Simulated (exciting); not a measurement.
Crystal: Ca.

```
Ca
1.0
     0.00000    2.79420    2.79420
     2.79420    0.00000    2.79420
     2.79420    2.79420    0.00000
Ca
1
Direct
  0.00000 0.00000 0.00000
```

- Program: exciting (release sodium)
- Task: single point
- Functional: PBE
- Potentials or basis: all-electron LAPW+lo, shipped species files, valence relativity iora*
- rgkmax: 7
- k mesh: 8 × 8 × 8
- Occupations: fermi-dirac, width 0.05 eV
- Spin: no spin polarisation
- gmaxvr (cutoff of density and potential): 14 1/bohr
- lmaxapw (and lmaxmat): 10
- lmaxvr: 8
- nempty: 8
- Valence relativity: iora*
- epsengy: 1e-06 Ha
- epspot: 1e-06 Ha
- maxscl: 80
- Muffin-tin radii: Ca 2.2 bohr

On this cell: band gap on the k mesh none (metal or under the smearing width).

The same run follows on a disturbed copy (cell strained at random at fixed volume):

```
Ca
1.0
     0.02261    2.80956    2.74477
     2.75250    0.03962    2.72775
     2.84984    2.88989   -0.05772
Ca
1
Cartesian
  0.0059 -0.0050 0.0069
```

Task: What changes?

Result: The energy (extrapolated to zero smearing) moves by +5.8 meV/atom; band gap on the k mesh none (metal or under the smearing width).

Caveats: rgkmax is low for these elements, so energy differences scatter by about 1 meV per atom; the free energy is that total less TS from the occupations.
